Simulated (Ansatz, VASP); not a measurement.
# Hf in VASP and in Ansatz

INCAR

```
  ALGO = Fast
  EDIFF = 1E-7
  ENCUT = 520
  GGA = PE
  ISIF = 2
  ISMEAR = -1
  LASPH = T
  LCHARG = F
  LMAXMIX = 4
  LREAL = F
  LWAVE = F
  NELM = 80
  PREC = Accurate
  SIGMA = 0.05
```

Contents of KPOINTS:

```
k-points
0
Gamma
  10 10 5
```

POSCAR

```
Hf
1.0
    3.1967000000      0.0000000000      0.0000000000
   -1.5983500000      2.7684234083      0.0000000000
    0.0000000000      0.0000000000      5.0578000000
Hf
2
Direct
    0.6666666667      0.3333333333      0.7500000000
    0.3333333333      0.6666666667      0.2500000000
```

File KPOINTS_OPT:

```
path GMKGALHA,LM,KH
10
line-mode
reciprocal
 0.0000000000  0.0000000000  0.0000000000  G
 0.5000000000  0.0000000000  0.0000000000  M

 0.5000000000  0.0000000000  0.0000000000  M
 0.3333333333  0.3333333333  0.0000000000  K

 0.3333333333  0.3333333333  0.0000000000  K
 0.0000000000  0.0000000000  0.0000000000  G

 0.0000000000  0.0000000000  0.0000000000  G
 0.0000000000  0.0000000000  0.5000000000  A

 0.0000000000  0.0000000000  0.5000000000  A
 0.5000000000  0.0000000000  0.5000000000  L

 0.5000000000  0.0000000000  0.5000000000  L
 0.3333333333  0.3333333333  0.5000000000  H

 0.3333333333  0.3333333333  0.5000000000  H
 0.0000000000  0.0000000000  0.5000000000  A

 0.5000000000  0.0000000000  0.5000000000  L
 0.5000000000  0.0000000000  0.0000000000  M

 0.3333333333  0.3333333333  0.0000000000  K
 0.3333333333  0.3333333333  0.5000000000  H
```

Contents of input.yaml:

```yaml
crystal:
  lattice:
    - [3.1967, 0.0, 0.0]
    - [-1.59835, 2.7684234083, 0.0]
    - [0.0, 0.0, 5.0578]
  atoms:
    - { symbol: Hf, position: [0.6666666667, 0.3333333333, 0.75] }
    - { symbol: Hf, position: [0.3333333333, 0.6666666667, 0.25] }
hamiltonian:
  xc: pbe
  pseudopotentials: { kind: paw }
kpoints:
  mp_grid: { grid: [10, 10, 5] }
  band_path:
    path:
      - [[0.0, 0.0, 0.0], [0.5, 0.0, 0.0], [0.3333333333, 0.3333333333, 0.0], [0.0, 0.0, 0.0], [0.0, 0.0, 0.5], [0.5, 0.0, 0.5], [0.3333333333, 0.3333333333, 0.5], [0.0, 0.0, 0.5]]
      - [[0.5, 0.0, 0.5], [0.5, 0.0, 0.0]]
      - [[0.3333333333, 0.3333333333, 0.0], [0.3333333333, 0.3333333333, 0.5]]
    npoints: 14
scf:
  occupations: { method: fermi_dirac, width: 0.05 }
  n_extra_bands: 6
output:
  forces: true
  stress: true
  eigenvalues: true
  fatbands: false
  write_density: true
  write_potential: true
  elf: true
  volumetric_format: npy
```

Alike in both runs: task band structure; functional PBE; k mesh 10 × 10 × 5; occupations fermi-dirac, width 0.05 eV; no spin polarisation.

```csv
,VASP,Ansatz
version,VASP 6.6.1,Ansatz 0.2.0
potentials or method,"VASP PAW PBE potentials, release 64 (Hf_pv)",Ansatz PAW
plane-wave cutoff (eV),520,420
valence electrons in the cell,20,52
```

```tsv
	VASP	Ansatz	Ansatz less VASP
gap on the k mesh at the Fermi level (eV)	none	none	-
pressure (GPa)	0.2	0.6	+0.44
largest component of the traceless stress (GPa)	0.30	0.23	-0.063
```

A gap of «none» marks a metal or a gap that the smearing closes. The two sets of potentials don't hold the same shells in valence.

Caveats: spin-orbit coupling is left out, which moves the levels of the heavy elements.
